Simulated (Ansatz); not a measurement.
# Appearance energy of a fragment ion: C6H12O → C2H3O+ + C4H9 + e⁻

Gas-phase species: C6H12O (2-hexanone) `CCCCC(C)=O`, singlet; C2H3O+ `CC#[O+]`, singlet; C4H9 (1-butyl radical) `[CH2]CCC`, doublet. 

Shapes, held fixed at every level: PBE0-D4/def2-TZVP. Flexible molecules stand in one conformer, not always the lowest. Programs: Ansatz 0.2.0. Electronic energies: no zero-point or thermal term.

```
                level                    kind  ΔE (eV)  less CCSD/def2-SVP
       MP2/def2-TZVPP     perturbation theory   +10.62               +0.24
          HF/def2-SVP            Hartree–Fock    +9.35               -1.03
     SPW92/def2-TZVPP                     LDA   +11.29               +0.91
  B3LYP-D4/def2-TZVPP           global hybrid   +10.68               +0.30
   PBE0-D4/def2-TZVPP           global hybrid   +10.74               +0.36
r2SCAN0-D4/def2-TZVPP           global hybrid   +10.62               +0.24
   wB97M-V/def2-TZVPP  range-separated hybrid   +10.69               +0.31
        CCSD/def2-SVP   coupled cluster or CI   +10.38                0.00
```

The highest level, CCSD/def2-SVP, gives ΔE = +10.38 eV; the levels span +9.35 to +11.29. The column of differences is taken from that level and isn't an error. No measured value is set beside it here. Open shells run unrestricted. The onset seen in experiment also holds zero-point changes and kinetic shifts. CCSD/def2-SVP lies outside the range of the other correlated levels here, so it shouldn't be taken on trust.
